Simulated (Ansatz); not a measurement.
**Understanding CdS from first principles**

**What was measured.** A cell as deposited of cubic CdS (space group F-43m), temperature not stated, from the Crystallography Open Database (1961), has a = 5.833 Å and 24.81 Å³/atom.

Computed with Ansatz (plane waves, PAW, 500 eV cutoff): r²SCAN, scalar-relativistic, no spin polarisation, 8×8×8 k-mesh, Gaussian smearing of 0.05 eV; PAW files: Ansatz's generated set soft_2.

The chain of runs began from a cell as deposited in COD, expanded in volume. Of that entry: the entry's cell lengths or inner coordinates differ somewhat from later room-temperature determinations.

The relaxed structure (symmetry read at 0.01 Å). Symmetry: F-43m, No. 216, cubic system. Conventional cell: a = 5.878 Å, b = 5.878 Å, c = 5.878 Å, α = 90.00°, β = 90.00°, γ = 90.00°. Cd (site symmetry -43m) has 4 S at 2.55 Å as nearest neighbours. S (site symmetry -43m) has 4 Cd at 2.55 Å as nearest neighbours. (Shells end 15 % past the nearest neighbour.)

Should it be a metal or an insulator?

Formal charges Cd²⁺, S²⁻ balance and leave closed shells on every ion, so a band insulator is expected, and the gap is 1.54 eV.

What kind of gap is it?

It is direct, 1.54 eV. Within 0.6 eV of the edges the projected states are 92 % S 3p at the top of the valence band and 63 % Cd 5s at the bottom of the conduction band. The lowest excitation takes an electron from S back to Cd, as in polar semiconductors.

What fixes the bond lengths?

Shannon's ionic radii give a check on the bond lengths: Cd²⁺ with 4 neighbours 0.78 Å + S²⁻ 1.84 Å (six-fold value) = 2.62 Å against a computed mean of 2.55 Å. Sums and bonds agree within 3 %, so ion sizes set the bond lengths.

How ionic is it?

Bader charges against formal ones: Cd +0.94 (+2), S −0.94 (−2). The cations give up 47 % of the formal charge; Bader charges stay under formal ones because the anions' density reaches into the cations' basins, the more so the higher the formal charge and the softer the anion.

All results together:

```
Volume                                                : 25.38 Å³/atom
Band gap                                              : 1.54 eV
Smallest direct gap                                   : 1.54 eV
Bader charges                                         : Cd 0.94; S -0.94 e
Formation energy from the elements (0 K, uncorrected) : -0.81 eV/atom
```

**Comparison.** The computed cell (5.878 Å, 25.38 Å³/atom) differs from the database's by +2.3 % in volume, about +0.8 % in length. The static lattice lacks zero-point motion and thermal expansion, so this level's own overestimate is larger than the figure.

Kohn–Sham gaps of semilocal functionals lie under measured ones, often by a third or more.
